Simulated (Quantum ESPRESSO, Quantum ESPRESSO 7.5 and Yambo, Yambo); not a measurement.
# How the form of the self-energy moves the gap of KF (Carobbiite)

Aim: compare treatments of exchange, screening and correlation for the gap of KF (Carobbiite).

Main program and level: Quantum ESPRESSO 7.5 and Yambo 5.3.0; PBE and many-body steps on it, plane waves.

## 1. The structure

The structure is cubic, space group Fm-3m (No. 225). The conventional cell has a = 5.344 Å, b = 5.344 Å, c = 5.344 Å, α = 90.00°, β = 90.00°, γ = 90.00°. Nearest to K lie 6 F at 2.67 Å. Nearest to F lie 6 K at 2.67 Å. Farther neighbours and most contacts between anions are not listed.

The cell and positions come from the Crystallography Open Database and are kept as given unless a step says otherwise.

## 2. Empty states on the mesh, 4×4×4 mesh, 458 bands

This step: Quantum ESPRESSO 7.5; DFT, PBE, plane waves, norm-conserving pseudopotentials.

The sums over transitions need many empty states on a uniform mesh; this step solves for them.

The input, pw.in:

```
&control
  calculation = 'nscf'
  prefix = 'x'
  outdir = 'o'
  pseudo_dir = 'pseudo'
/
&system
  ibrav = 0
  nat = 2
  ntyp = 2
  ecutwfc = 72.0
  nbnd = 458
  force_symmorphic = .true.
/
&electrons
  conv_thr = 1e-9
  electron_maxstep = 80
  diago_full_acc = .true.
  diago_thr_init = 5e-6
/
ATOMIC_SPECIES
  K 39.098 K.upf
  F 18.998 F.upf
CELL_PARAMETERS angstrom
  -0.0000000000 2.6718500000 2.6718500000
  2.6718500000 -0.0000000000 2.6718500000
  2.6718500000 2.6718500000 0.0000000000
ATOMIC_POSITIONS crystal
  K 0.0000000000 0.0000000000 0.0000000000
  F 0.5000000000 0.5000000000 0.5000000000
K_POINTS automatic
  4 4 4 0 0 0
```

On the command line:

```console
> OMP_NUM_THREADS=1 mpirun -n 4 pw.x -nk 4 -in pw.in > pw.out
```

What it wrote:

```text
Program PWSCF v.7.5 starts

     This program is part of the open-source Quantum ESPRESSO suite
     for quantum simulation of materials; please cite
         "P. Giannozzi et al., J. Phys.:Condens. Matter 21 395502 (2009);
         "P. Giannozzi et al., J. Phys.:Condens. Matter 29 465901 (2017);
         "P. Giannozzi et al., J. Chem. Phys. 152 154105 (2020);
     in publications or presentations arising from this work. More details at

     Atomic positions and unit cell read from directory:
     o/x.save/

     Message from routine setup:
[...]
k =-0.3536-0.3536 0.3536 (  2638 PWs)   bands (ev):

[...]
78.1755  81.0804  82.4950  82.4950  83.0432  84.8838  84.8838  85.6328
     [... 46 further rows ...]
   293.0866 293.0866 293.5390 293.5784 293.5784 294.6587 294.6824 294.6824
   294.7191 294.7191

          k = 0.3536 0.0000 0.0000 (  2650 PWs)   bands (ev):

     [... further k-points ...]

     highest occupied, lowest unoccupied level (ev):     1.5366    7.7360

     XML data file, pseudopotentials, collected wavefunctions

=------------------------------------------------------------------------------=
   JOB DONE.
=------------------------------------------------------------------------------=
```

Elapsed: 42 s, on 4 MPI ranks of Arm Neoverse V2, shared host; peak memory 0.71 GiB.

This step gave:

- gap: 6.199 eV
- k of the valence top: 0, 0, 0
- k of the conduction bottom: 0, 0, 0
- least direct gap: 6.199 eV
- k points computed: 8
- lowest point of the top converged band, above the valence top: 291.1209 eV

On this mesh the gap is 6.199 eV.

The density comes from a self-consistent run that is not shown.

## 3. Conversion and set-up

This step: Yambo 5.3.0; conversion and set-up on PBE, plane waves, norm-conserving pseudopotentials.

The states are converted to the many-body program's format and the q mesh is built.

On the command line:

```console
> (cd o/x.save; p2y > p2y.log; mv SAVE ../..); yambo > setup.log
```

What it wrote:

```text
 Yambo, version 5.3.0

 [02] CORE Variables Setup
 =========================

  [02.01] Unit cells
  ==================

  Cell kind             :  FCC
  Atoms in the cell     :  K  F
  number of K  atoms    :  1
  number of F  atoms    :  1

  List of atomic masses
  Mass of K     :  39.09800
  Mass of F     :  18.99800

  List of atomic coordinates    : [cc]
  K1       :  0.000000  0.000000  0.000000  order 1
  F1       :  5.049065  5.049065  5.049065  order 2

  Alat factors          :  5.049065  5.049065  5.049065 [a.u.]
  Direct lattice volume :  257.4322 [a.u.]
[...]
==========================================

 IBZ Q-points                                      :   8
 BZ  Q-points                                      :   64

 K/Q-points units:
 rlu = crystal or reduced units; cc = cartesian coordinates; iku = interal k-units

 Q [1]          [rlu]:  0.000000  0.000000  0.000000
 Q [2]          [rlu]:  0.16981E-17  0.16981E-17  0.25000
 Q [3]          [rlu]: -0.33962E-17 -0.33962E-17 -0.50000
[...]
Q [7]          [rlu]: -0.14871E-18 -0.50000     -0.50000
 Q [8]          [rlu]:  0.250000 -0.500000 -0.250000

  [03.01] X indexes
  =================

   [03.01.01] Sigma indexes
   ========================

 [06] Game Over & Game summary
```

Run time: 2.1 s. Hardware: 1 MPI rank; peak memory 0.24 GiB.

## 4. G0W0, Godby-Needs plasmon pole

G0W0 replaces the xc potential by the self-energy, built once from these orbitals. Only a window of levels is corrected, while the sums run over the empty bands that the input names.

This step: G0W0 on PBE, plane waves, norm-conserving pseudopotentials.

The input, gw2.in:

```
HF_and_locXC
gw0
dyson
ppa
em1d
rim_cut
RandQpts= 1000000
RandGvec= 1 RL
EXXRLvcs= 72 Ry
VXCRLvcs= 288 Ry
Chimod= "HARTREE"
% BndsRnXp
 1 | 191 |
%
NGsBlkXp= 17 Ry
% LongDrXp
 1 | 1 | 1 |
%
% GbndRnge
 1 | 191 |
%
DysSolver= "n"
ExtendOut
PPAPntXp= 27.21138 eV
% QPkrange
 1 | 1 | 7 | 10 |
%
```

On the command line:

```console
> OMP_NUM_THREADS=1 mpirun -n 4 yambo -F gw2.in -J gw2 -C gw2 > gw2.log
```

What it wrote:

```text
 Yambo, version 5.3.0

 [02] CORE Variables Setup
 =========================

  [... cell, symmetries and grids as in the set-up ...]

  [02.05] Energies & Occupations
  ==============================

  [X] === General ===
  [X] Electronic Temperature                        :  0.000000  0.000000 [eV K]
  [X] Bosonic    Temperature                        :  0.000000  0.000000 [eV K]
  [X] Finite Temperature mode                       : no
  [X] El. density                                   :  0.41942E+24 [cm-3]
  [X] Fermi Level                                   :  1.536558 [eV]

  [X] === Gaps and Widths ===
  [X] Conduction Band Min                           :  6.199420 [eV]
  [X] Valence Band Max                              :  0.000000 [eV]
  [X] Filled Bands                                  :   8
  [X] Empty Bands                                   :     9   458
  [X] Direct Gap                                    :  6.199420 [eV]
  [X] Direct Gap localized at k                     :  1
  [X] Indirect Gap                                  :  6.199420 [eV]
  [X] Indirect Gap between kpts                     :  1  1
  [X] Last valence band width                       :  0.344584 [eV]
  [X] 1st conduction band width                     :  3.553835 [eV]

 [03] Transferred momenta grid and indexing
 ==========================================

 IBZ Q-points                                      :   8
 BZ  Q-points                                      :   64

 K/Q-points units:
 rlu = crystal or reduced units; cc = cartesian coordinates; iku = interal k-units

 Q [1]          [rlu]:  0.000000  0.000000  0.000000
 Q [2]          [rlu]:  0.16981E-17  0.16981E-17  0.25000
 Q [3]          [rlu]: -0.33962E-17 -0.33962E-17 -0.50000
 Q [4]          [rlu]:  0.74356E-19  0.25000      0.25000
 Q [5]          [rlu]: -0.62307E-17  0.25000      0.50000
 Q [6]          [rlu]: -0.33962E-17  0.25000     -0.25000
 Q [7]          [rlu]: -0.14871E-18 -0.50000     -0.50000
 Q [8]          [rlu]:  0.250000 -0.500000 -0.250000

 [04] Coloumb potential Random Integration (RIM)
 ===============================================

  [04.01] RIM initialization
  ==========================

  * Diagonal components only detected *

  8 x (sBL volume)        :  0.120444 [a.u.]
  sBZ random points       :  1000000
  Points outside the sBZ  :   7996195
  RL volume               :  0.963556 [a.u.]
  Integrated volume       :  0.964014 [a.u.]

  [04.02] RIM integrals
  =====================

  Gamma point sphere radius             :  0.089580 [a.u.]
  Points outside the sphere             :   799659
  [Int_sBZ(q=0) 1/q^2]*(Vol_sBZ)^(-1/3) =:  7.764404
                                 should be <:  7.795600

  Summary of Coulomb integrals for non-metallic bands |Q|[au] RIM/Bare

  Q [1] 0.100000E-4 0.995998 * Q [2] 0.269426 1.064955
  Q [4] 0.311106 1.063169 * Q [6] 0.439971 1.026119
  Q [5] 0.515912 1.019126 * Q [3] 0.538852 1.017184
  Q [7] 0.622213 1.014132 * Q [8] 0.695655 1.011034

 [WARNING] [Xp] User bands 1-191 break level degeneracy

 [05] Dipoles
 ============

  [05.01] Setup: observables and procedures
  =========================================

 [06] Dynamic Dielectric Matrix (PPA)
 ====================================

 [WR./gw2//ndb.pp]---------------------------------------------------------------
  Brillouin Zone Q/K grids (IBZ/BZ)                :    8   64    8   64
  RL vectors                                       :   3383 [WF]
  Coulomb cutoff potential                         : none
  Electronic Temperature                           :  0.000000 [K]
  Bosonic    Temperature                           :  0.000000 [K]
  PPA    diel. fun.  energies                      : Perdew, Burke & Ernzerhof(X)+Perdew, Burke & Ernzerhof(C)
  wavefunctions                                    : Perdew, Burke & Ernzerhof(X)+Perdew, Burke & Ernzerhof(C)
  Global Gauge                                     : length
  X matrix size                                    :   331
  X band range                                     :    1  191
  X e/h energy range                               : -1.000000 -1.000000 [eV]
  X Time ordering                                  : R
  X Hxc Kernel                                     : HARTREE
  X Drude frequency                                :  0.000000  0.000000
  X poles                                          :  100.0000 [o/o]
  RL vectors in the sum                            :   3383
  [r,Vnl] included                                 : yes
  Field direction                                  :  0.577350E-5  0.577350E-5  0.577350E-5
  BZ energy Double Grid                            : no
  BZ energy DbGd points                            : 0
  BZ Q point size factor                           : -1.000000
  X Optical Averaged directions                    : none

 [07] Local Exchange-Correlation + Non-Local Fock
 ================================================

 [VXC] Plane waves :  21187
 [EXS] Plane waves :  2733

 QP @ state[ 1 ] K range:  1  1
 QP @ state[ 1 ] b range:   7  10

 [xc] Functional : Perdew, Burke & Ernzerhof(X)+Perdew, Burke & Ernzerhof(C)
 [xc] LIBXC used to calculate xc functional
  PP Number of Atomic Species                      :  2
  NLCC RL compoments                               :  21187
  PP Number of Atomic Species                      :  2
  NLCC RL compoments                               :  21187

 [xc] E_xc :  -9.052398 [Ha]
      E_xc :  -18.10480 [Ry]

  Local XC kind (lXC) : Perdew, Burke & Ernzerhof(X)+Perdew, Burke & Ernzerhof(C)
  Non-Local XC kind (nlXC) : Hartree-Fock

  Corrections @ K [1] :  [eV]
 <7|nlXC|7> = -29.45298  0.14209E-17 <7|lXC|7> = -21.89882  0.000000
 <8|nlXC|8> = -29.45295 -0.36453E-17 <8|lXC|8> = -21.89882 -0.37763E-15
 <9|nlXC|9> = -4.028151 -0.21341E-17 <9|lXC|9> = -7.969212 -0.14161E-15
 <10|nlXC|10> = -4.982602  0.10511E-17 <10|lXC|10> = -10.84085 -0.94408E-16

 [08] Dyson equation: Newton solver
 ==================================

  [08.01] G0W0 (W PPA)
  ====================

  [  GW  ] Bands range     :    1  191
  [GW/PPA] G damping       :  0.100000 [eV]

  QP @ state[ 1 ] K range:  1  1
  QP @ state[ 1 ] b range:   7  10

   Sc/G bands                                       :    1  191
   Sc/G damping                                     :  0.100000 ev
   Sc bands terminator                              : no
   Sx RL components                                 :  2733

   QP @ state[ 1 ] K range                          :  1  1
   QP @ state[ 1 ] b range                          :   7  10
   GF energies kind                                 : Perdew, Burke & Ernzerhof(X)+Perdew, Burke & Ernzerhof(C)
   GF WF`s kind                                     : Perdew, Burke & Ernzerhof(X)+Perdew, Burke & Ernzerhof(C)
   Xs energies kind                                 : Perdew, Burke & Ernzerhof(X)+Perdew, Burke & Ernzerhof(C)
   Xs WF`s kind                                     : Perdew, Burke & Ernzerhof(X)+Perdew, Burke & Ernzerhof(C)

 [11] Game Over & Game summary
```

Wall time 88 s (4 MPI ranks); peak memory 1.5 GiB.

Numbers from this step:

```yaml
g0w0_gap_on_the_points_computed: 9.629 eV
starting_gap_on_the_mesh: 6.199 eV
k_of_the_valence_top: 0, 0, 0
k_of_the_conduction_bottom: 0, 0, 0
least_direct_g0w0_gap_on_the_computed_points: 9.629 eV
z_at_the_valence_top: 0.8097
z_at_the_conduction_bottom: 0.8997
```

The gap on the mesh goes from 6.20 eV to 9.63 eV, a correction of +3.43 eV.

## 5. One-shot COHSEX

This step: one-shot COHSEX on PBE, plane waves, norm-conserving pseudopotentials.

The input, gw4.in:

```
HF_and_locXC
gw0
dyson
cohsex
em1s
rim_cut
RandQpts= 1000000
RandGvec= 1 RL
EXXRLvcs= 72 Ry
VXCRLvcs= 288 Ry
Chimod= "HARTREE"
% BndsRnXs
 1 | 191 |
%
NGsBlkXs= 17 Ry
% LongDrXs
 1 | 1 | 1 |
%
% GbndRnge
 1 | 191 |
%
DysSolver= "n"
ExtendOut
% QPkrange
 1 | 1 | 7 | 10 |
%
```

On the command line:

```console
> OMP_NUM_THREADS=1 mpirun -n 4 yambo -F gw4.in -J gw4 -C gw4 > gw4.log
```

What it wrote:

```text
 Yambo, version 5.3.0

 [02] CORE Variables Setup
 =========================

  [... cell, symmetries and grids as in the set-up ...]

  [02.05] Energies & Occupations
  ==============================

  [X] === General ===
  [X] Electronic Temperature                        :  0.000000  0.000000 [eV K]
  [X] Bosonic    Temperature                        :  0.000000  0.000000 [eV K]
  [X] Finite Temperature mode                       : no
  [X] El. density                                   :  0.41942E+24 [cm-3]
  [X] Fermi Level                                   :  1.536558 [eV]

  [X] === Gaps and Widths ===
  [X] Conduction Band Min                           :  6.199420 [eV]
  [X] Valence Band Max                              :  0.000000 [eV]
  [X] Filled Bands                                  :   8
  [X] Empty Bands                                   :     9   458
  [X] Direct Gap                                    :  6.199420 [eV]
  [X] Direct Gap localized at k                     :  1
  [X] Indirect Gap                                  :  6.199420 [eV]
  [X] Indirect Gap between kpts                     :  1  1
  [X] Last valence band width                       :  0.344584 [eV]
  [X] 1st conduction band width                     :  3.553835 [eV]

 [03] Transferred momenta grid and indexing
 ==========================================

 IBZ Q-points                                      :   8
 BZ  Q-points                                      :   64

 K/Q-points units:
 rlu = crystal or reduced units; cc = cartesian coordinates; iku = interal k-units

 Q [1]          [rlu]:  0.000000  0.000000  0.000000
 Q [2]          [rlu]:  0.16981E-17  0.16981E-17  0.25000
 Q [3]          [rlu]: -0.33962E-17 -0.33962E-17 -0.50000
[...]
BZ Q point size factor                           : -1.000000
  X Optical Averaged directions                    : none

 [07] Local Exchange-Correlation + Non-Local Fock
 ================================================

 [VXC] Plane waves :  21187
 [EXS] Plane waves :  2733

 QP @ state[ 1 ] K range:  1  1
 QP @ state[ 1 ] b range:   7  10

 [xc] Functional : Perdew, Burke & Ernzerhof(X)+Perdew, Burke & Ernzerhof(C)
 [xc] LIBXC used to calculate xc functional
  PP Number of Atomic Species                      :  2
  NLCC RL compoments                               :  21187
  PP Number of Atomic Species                      :  2
  NLCC RL compoments                               :  21187

 [xc] E_xc :  -9.052398 [Ha]
      E_xc :  -18.10480 [Ry]

  Local XC kind (lXC) : Perdew, Burke & Ernzerhof(X)+Perdew, Burke & Ernzerhof(C)
  Non-Local XC kind (nlXC) : Hartree-Fock

  Corrections @ K [1] :  [eV]
 <7|nlXC|7> = -29.45298  0.14209E-17 <7|lXC|7> = -21.89882  0.000000
 <8|nlXC|8> = -29.45295 -0.36453E-17 <8|lXC|8> = -21.89882 -0.37763E-15
 <9|nlXC|9> = -4.028151 -0.21341E-17 <9|lXC|9> = -7.969212 -0.14161E-15
 <10|nlXC|10> = -4.982602  0.10511E-17 <10|lXC|10> = -10.84085 -0.94408E-16

 [08] Dyson equation: Newton solver
 ==================================

 [Newton] Sc step       :  0.100000 [eV]
 [Newton] Sc steps      :  1

  [08.01] G0W0 (COHSEX)
  =====================

  [  GW  ] Bands range     :   1  10

  QP @ state[ 1 ] K range:  1  1
  QP @ state[ 1 ] b range:   7  10

   Sc Empty Bands                                   : no
   Sc bands terminator                              : no
   Sx RL components                                 :  2733

   QP @ state[ 1 ] K range                          :  1  1
   QP @ state[ 1 ] b range                          :   7  10
   GF WF`s kind                                     : Perdew, Burke & Ernzerhof(X)+Perdew, Burke & Ernzerhof(C)
   Xs energies kind                                 : Perdew, Burke & Ernzerhof(X)+Perdew, Burke & Ernzerhof(C)
   Xs WF`s kind                                     : Perdew, Burke & Ernzerhof(X)+Perdew, Burke & Ernzerhof(C)

 [11] Game Over & Game summary
```

Wall time 47 s (4 MPI ranks); peak memory 1.5 GiB.

This step gave:

| Property | Result |
| --- | --- |
| quasiparticle gap on the points computed | 12.13 eV |
| starting gap on the mesh | 6.199 eV |
| k of the valence top | 0, 0, 0 |
| k of the conduction bottom | 0, 0, 0 |
| least direct quasiparticle gap on the computed points | 12.13 eV |
| Z at the valence top | 1 |
| Z at the conduction bottom | 1 |

Against G0W0 in Yambo (4×4×4 mesh, 191 bands, screening to 231.3 eV, Godby-Needs plasmon pole), the gap moves by +2.501 eV.

## 6. One-shot Hartree-Fock

This step: one-shot Hartree-Fock on PBE, plane waves, norm-conserving pseudopotentials.

The input, gw5.in:

```
HF_and_locXC
rim_cut
RandQpts= 1000000
RandGvec= 1 RL
EXXRLvcs= 72 Ry
VXCRLvcs= 288 Ry
% QPkrange
 1 | 1 | 7 | 10 |
%
```

On the command line:

```console
> OMP_NUM_THREADS=1 mpirun -n 4 yambo -F gw5.in -J gw5 -C gw5 > gw5.log
```

What it wrote:

```text
 Yambo, version 5.3.0

 [02] CORE Variables Setup
 =========================

  [... cell, symmetries and grids as in the set-up ...]

  [02.05] Energies & Occupations
  ==============================

  [X] === General ===
  [X] Electronic Temperature                        :  0.000000  0.000000 [eV K]
  [X] Bosonic    Temperature                        :  0.000000  0.000000 [eV K]
  [X] Finite Temperature mode                       : no
  [X] El. density                                   :  0.41942E+24 [cm-3]
[...]
NLCC RL compoments                               :  21187
  PP Number of Atomic Species                      :  2
  NLCC RL compoments                               :  21187

 [xc] E_xc :  -9.052398 [Ha]
      E_xc :  -18.10480 [Ry]

  Local XC kind (lXC) : Perdew, Burke & Ernzerhof(X)+Perdew, Burke & Ernzerhof(C)
  Non-Local XC kind (nlXC) : Hartree-Fock

  Corrections @ K [1] :  [eV]
 <7|nlXC|7> = -29.45298  0.14209E-17 <7|lXC|7> = -21.89882  0.000000
 <8|nlXC|8> = -29.45295 -0.36453E-17 <8|lXC|8> = -21.89882 -0.37763E-15
 <9|nlXC|9> = -4.028151 -0.21341E-17 <9|lXC|9> = -7.969212 -0.14161E-15
 <10|nlXC|10> = -4.982602  0.10511E-17 <10|lXC|10> = -10.84085 -0.94408E-16

 [08] Game Over & Game summary
```

The job ended after 2.1 s (4 MPI ranks; peak memory 1.1 GiB; 8 s of CPU time).

Numbers from this step:

| Item | Value |
| --- | --- |
| quasiparticle gap on the mesh | 17.69 eV |
| starting gap on the mesh | 6.199 eV |
| k of the valence top | 0, 0, 0 |
| k of the conduction bottom | 0, 0, 0 |
| least direct quasiparticle gap on the computed points | 17.69 eV |

Against G0W0 in Yambo (4×4×4 mesh, 191 bands, screening to 231.3 eV, Godby-Needs plasmon pole), the gap moves by +8.065 eV.

## 7. The runs together

Times are wall times on 4 MPI ranks of Arm Neoverse V2, shared host, good to a factor of about two.

| run | mesh | bands | screening cutoff (eV) | DFT gap (eV) | gap on the mesh (eV) | direct (eV) | time |
| --- | --- | --- | --- | --- | --- | --- | --- |
| G0W0, Godby-Needs plasmon pole | 4×4×4 | 191 | 231.3 | 6.199 | 9.629 | 9.629 | 88 s |
| one-shot COHSEX | 4×4×4 | 191 | 231.3 | 6.199 | 12.130 | 12.130 | 47 s |
| one-shot Hartree-Fock | 4×4×4 | - | - | 6.199 | 17.695 | 17.695 | 2.1 s |

## 8. Summary of results

- G0W0, Godby-Needs plasmon pole: 9.629 eV
- one-shot COHSEX: 12.130 eV
- one-shot Hartree-Fock: 17.695 eV
- known limits: not at the basis limit; coarse k mesh

One-shot COHSEX: +2.501 eV against G0W0, Godby-Needs plasmon pole. One-shot Hartree-Fock: +8.065 eV against G0W0, Godby-Needs plasmon pole. Bare exchange alone opens the gap to 17.69 eV; against G0W0, correlation takes back 8.07 eV. Static COHSEX lies above G0W0: it lacks the factor Z and overstates the Coulomb hole of the filled states. Bands and cutoff are finite, so the gap is not at the basis limit. The miss can reach some tenths of an eV and take either sign; the mesh is an error of its own. The 4×4×4 mesh is coarse for this cell, which bears on the long-range parts of exchange and screening.

[Paths, hosts, dates, memory and timing lines, banners, echoed tables and standing remarks are left out of the program output.]

[Logs are printed without paths, hosts, clocks, repeated set-up lines and the standing remarks that a program may print on its own settings, such as how far it seeks lower states.]

[Runs of the session that timed out or met a known fault of the program may be left out.]

[Hosts, paths, dates, database ids (printed as entryN), source tags and the programs' standing remarks are cut or masked in the printed files.]
